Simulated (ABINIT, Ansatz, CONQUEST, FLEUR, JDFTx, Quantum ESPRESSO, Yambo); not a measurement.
**GaN: band gap by level of theory**

**What was measured.** The band gap of GaN (F-43m) is reported as 3.3 eV (a printed reference work). The runs below try to reproduce it.

The structure is cubic, space group F-43m (No. 216). The conventional cell has a = 4.507 Å, b = 4.507 Å, c = 4.507 Å, α = 90.00°, β = 90.00°, γ = 90.00°. Around Ga (site symmetry -43m) lie 4 N at 1.95 Å. N (site symmetry -43m) is surrounded by 4 Ga at 1.95 Å.

```tsv
rung	level	program and potentials	cutoff (eV)	k mesh	task	spin	core time	chip	band gap (eV)	miss (eV)	notes
Hartree-Fock	Hartree-Fock on PBE	Yambo, PseudoDojo 0.4 SR PBE stringent	1551	6 × 6 × 6	Hartree-Fock levels	off	3.2 s	Arm Neoverse V1	9.12	+5.82	coarse mesh; 13 valence electrons an atom on average
GGA	PBE	Ansatz, all-electron LAPW, scalar-relativistic	-	4 × 4 × 4	single point	off	6.1 s	Intel Xeon Skylake/Cascade Lake	1.71	-1.59	coarse mesh
GGA	PBE	ABINIT, JTH PAW PBE v2.0	680	6 × 6 × 6	single point	off	12 s	Intel Xeon Platinum 8488C Sapphire Rapids	1.71	-1.59	9 valence electrons an atom on average
LDA	LDA	Ansatz, all-electron LAPW, scalar-relativistic	-	10 × 10 × 10	band structure	off	17 s	Arm Neoverse V1	1.74	-1.56	-
LDA	LDA	JDFTx, PseudoDojo-SR-LDA-0.4.1-standard	1143	10 × 10 × 10	band structure	off	17 s	Arm Neoverse V1	1.77	-1.53	9 valence electrons an atom on average; from the band path
GGA	PBEsol	JDFTx, PseudoDojo-SR-PBEsol-0.4.1-standard	1143	10 × 10 × 10	band structure	off	17 s	Arm Neoverse V1	1.71	-1.59	9 valence electrons an atom on average; from the band path
GGA	PBE	JDFTx, PseudoDojo-SR-PBE-0.5-standard	1143	10 × 10 × 10	band structure	off	18 s	Arm Neoverse V1	1.76	-1.54	9 valence electrons an atom on average; from the band path
GGA	PBE	Ansatz, Ansatz PAW (files of its older set among them)	1300	10 × 10 × 10	band structure	off	21 s	Arm Neoverse V2	1.73	-1.57	13 valence electrons an atom on average
GGA	PBE	Quantum ESPRESSO, PseudoDojo 0.4 FR PBE standard	1143	10 × 10 × 10	band structure	SOC, no magnetisation	55 s	AMD EPYC 9R45 Zen 5	1.75	-1.55	9 valence electrons an atom on average
GGA	AM05	FLEUR, all-electron, FLAPW	-	10 × 10 × 10	band structure	off	64 s	Arm Neoverse V1	1.77	-1.53	-
GGA	PBE	Ansatz, all-electron LAPW, relativistic spinors	-	7 × 7 × 7	band structure	SOC, no magnetisation	67 s	Arm Neoverse V1	1.73	-1.57	-
GGA	AM05	ABINIT, PseudoDojo NC SR PBEsol v0.4.1 standard	1143	10 × 10 × 10	band structure	off	75 s	Arm Neoverse V2	1.75	-1.55	potentials made for PBEsol; 9 valence electrons an atom on average
GGA	PBE	ABINIT, JTH PAW PBE v2.0	680	10 × 10 × 10	band structure	off	82 s	Intel Xeon Platinum 8259CL Skylake/Cascade Lake	1.71	-1.59	9 valence electrons an atom on average
GGA	PBE	CONQUEST, PseudoDojo NC PBE, SZP, grid cutoff 150 Ha	-	8 × 8 × 6	single point	off	2.4 min	Intel Xeon Platinum 8259CL Skylake/Cascade Lake	2.20	-1.10	atomic basis; cell of 4 atoms; 9 valence electrons an atom on average
GGA	BLYP	ABINIT, PseudoDojo NC SR PBE v0.4.1 standard	1143	10 × 10 × 10	band structure	off	3.9 min	Intel Xeon Platinum 8259CL Skylake/Cascade Lake	1.81	-1.49	potentials made for PBE; 9 valence electrons an atom on average
```

Times are single runs on shared hosts and different chips, so they are rough; meshes, cutoffs and the tasks' sizes weigh on the time. Gaps are the least found on the k mesh or the band path, and a mesh can miss the band edges. Meshes differ between rows, which moves values too. All levels ran on this one cell, unrelaxed unless noted. Meshes are those of the run's cell of 2 atoms unless a note names another. Misses use the values as printed. Runs on faulty files, with rough fits or with known faults for this quantity aren't shown.

By rung: LDA 1.74 to 1.77; GGA 1.71 to 1.81; GGA with SOC 1.73 to 1.75; GGA on coarse meshes 1.71; GGA in atomic bases 2.20; Hartree-Fock on coarse meshes 9.12 (eV). Measured: 3.3 eV (a printed reference work). Closest, coarse meshes and atomic bases left aside, is BLYP (-1.49 eV). LDA and GGA gaps fall short mostly because these functionals lack the derivative discontinuity; the runs are for a static lattice, while measurements hold temperature and zero-point motion.
